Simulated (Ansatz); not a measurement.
One structure, 3 elements: ZnH3, CdH3, HgH3

Plane-wave DFT in Ansatz with scalar-relativistic PAW potentials, cutoff 420 eV, Γ-centred meshes chosen by cell and gap, Gaussian smearing with energies taken to zero width. Every cell was relaxed (cell and atoms) in a run of its own, within the symmetry of its start. Functional: PBE.

All members share space group Pm-3m and the same sites; only the element on one set of sites changes (Zn, Cd, Hg). Members needn't be the stable form of their composition. Energies over the elements, where given, are against the elements' standard states in the same functional (H₂, N₂, O₂ and halogens uncorrected, Hg as a solid). The first member:

Space group Pm-3m (No. 221). a = 2.937 Å, b = 2.937 Å, c = 2.937 Å, α = 90.00°, β = 90.00°, γ = 90.00°
```tsv
atom	site	symmetry	x	y	z
Zn	1a	m-3m	0.0000	0.0000	0.0000
H	3c	4/mm.m	0.0000	0.5000	0.5000
```

| compound | V (Å³/atom) | a (Å) | energy over elements (eV/atom) |
| --- | --- | --- | --- |
| ZnH3 | 6.33 | 2.937 | 0.811 |
| HgH3 | 9.00 | 3.301 | 1.177 |

Problem. Predict the member with Cd.

Solution. V (Å³/atom) 8.47, a (Å) 3.236, energy over elements (eV/atom) 0.907. Interpolating linearly in period between Zn and Hg would give 7.66 Å³/atom (9.5 % too small), with 0.994 eV/atom over the elements. Over the whole series the volume grows at each step down the group; all are metallic on the mesh; none is bound against its elements in this structure, and Zn comes closest.

Spin-orbit coupling is left out, which matters for the bands of heavy elements.